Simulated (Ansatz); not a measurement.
Input and output of a relaxation of cell and atoms on Hg (Fmmm) from a database of computed structures (the PAW code Ansatz, r2SCAN+rVV10). It starts from the PBE-D3(BJ) minimum.

Input (YAML):
```yaml
crystal:
  lattice:
    - [3.0221352664, 0.0, 0.5003098032]
    - [0.0, 5.4961570138, 0.0]
    - [-1.0617842549, 0.0, 2.8726897001]
  atoms:
    - { symbol: Hg, position: [0.7499831466, 0.25, 0.750595511] }
    - { symbol: Hg, position: [0.2500168534, 0.75, 0.249404489] }
kpoints:
  mp_grid: { grid: [8, 4, 8] }
hamiltonian:
  xc: r2scan
  dispersion: rvv10
scf:
  occupations: { method: fermi_dirac, width: 0.02 }
relax:
  f_tol: 0.005
  cell: {}
output:
  write_density: true
  write_potential: true
  elf: true
  volumetric_format: npy
```

Command: `ansatz run input.yaml --threads 2 --pin off --max-ram 2211MiB --backend cpu --events-out ev --progress --plain --runs-dir out`. Wall time 48 s on 2 threads of Arm Neoverse V1 (shared host); peak host memory 0.56 GiB.

Task: What will the output look like, and what does it show?

Result: The output, standing remarks left out:
```
Pseudopotential: Hg, paw, valence charge 20, recommended cutoff 500 eV (meta_gga)
Functional definition: r2SCAN+rVV10
Crystal: 2 atoms, lattice volume = 50.635 Å³
Basis set: ecut = 500 eV, 1307 PW (Γ)
Bands: 24, of which v1, the nominal top of the filled ones, is band 20 counted from 1 (19 counted from 0)
Symmetry: 4 space group operations
Space group: P21/m (ITA 11)
k-points: 102 of 256
rVV10 density: all electrons in the spheres
preconditioner: auto → none  [σ=0.020 eV  ℏωp=25.6 eV]
relax step 1: F+E_penalty+E_count = -27649.30582552 eV  max|allowed force component| = 5.242e-4 eV/Å  Δτ_max = 0.0000 Å  P = -0.714 GPa  Ω = 50.635 Å³
relax step 2: F+E_penalty+E_count = -27649.30860238 eV  max|allowed force component| = 4.526e-4 eV/Å  Δτ_max = 0.0003 Å  P = -0.089 GPa  Ω = 49.796 Å³
relax step 3: F+E_penalty+E_count = -27649.30875327 eV  max|allowed force component| = 1.708e-4 eV/Å  Δτ_max = 0.0003 Å  P = +0.017 GPa  Ω = 49.671 Å³
relax step 4: F+E_penalty+E_count = -27649.30876918 eV  max|allowed force component| = 2.478e-4 eV/Å  Δτ_max = 0.0002 Å  P = +0.017 GPa  Ω = 49.679 Å³
relax step 5: F+E_penalty+E_count = -27649.30840401 eV  max|allowed force component| = 2.487e-4 eV/Å  Δτ_max = 0.0000 Å  P = +0.011 GPa  Ω = 49.679 Å³  (SCF on a basis re-selected at this cell)
Free energy (F): -27649.308404 eV
Fermi energy:    14.001097 eV
--- Stress (GPa, compression-positive) ---
        0.000717       0.000000       0.012244
        0.000000       0.017298       0.000000
        0.012244       0.000000       0.015326
  P = ⅓ Tr σ = 0.0111 GPa (0.111 kbar)
--- Relaxed structure (4 steps of the walk, 4 accepted, 1 SCFs on fresh bases) ---
  F+E_penalty+E_count = -27649.30840401 eV   max|allowed force component| = 2.487e-4 eV/Å
  cell:  # Å, volume = 49.6790 Å³
    - [2.992918, 0.000000, 0.503087]
    - [0.000000, 5.487332, 0.000000]
    - [-1.045004, 0.000000, 2.849281]
  atoms:
    - { symbol: Hg, position: [0.749895, 0.250000, 0.750333] }
    - { symbol: Hg, position: [0.250105, 0.750000, 0.249667] }
```
Iteration counts and the last digits belong to this one run.

Planar averages along the third cell vector, from rho_z.tsv and v_z.tsv (valence density with its augmentation; electrostatic potential energy of an electron, of which only differences have a meaning):
```tsv
z (Å)	ρ (e/Å³)	v_es (eV)
0.00	0.461	9.47
0.24	0.625	9.05
0.36	0.787	8.62
0.61	1.083	8.02
0.73	1.146	7.92
0.97	1.021	8.13
1.21	0.700	8.87
1.34	0.554	9.26
1.58	0.469	9.49
1.70	0.554	9.26
1.94	0.868	8.44
2.19	1.124	7.96
2.31	1.146	7.92
2.55	0.952	8.25
2.67	0.787	8.62
2.91	0.506	9.36
```

The walk took 4 steps and changed the volume by -1.9 %. The last SCF, on a fresh basis, lies 1.3 meV an atom below the first. Final cell: it is orthorhombic, Fmmm (No. 69); conventional cell a = 3.877 Å, b = 4.670 Å, c = 5.487 Å, 24.84 Å³ an atom. Around Hg lie 8 Hg at 3.03–3.36 Å.

Spin-unpolarised throughout; all numbers are computed.

Where bands overlap, v1 and c1 are numbered by the electron count and aren't everywhere filled or empty.

Where bands overlap the cell is a metal at that level, and these k meshes limit energies, forces and stress.
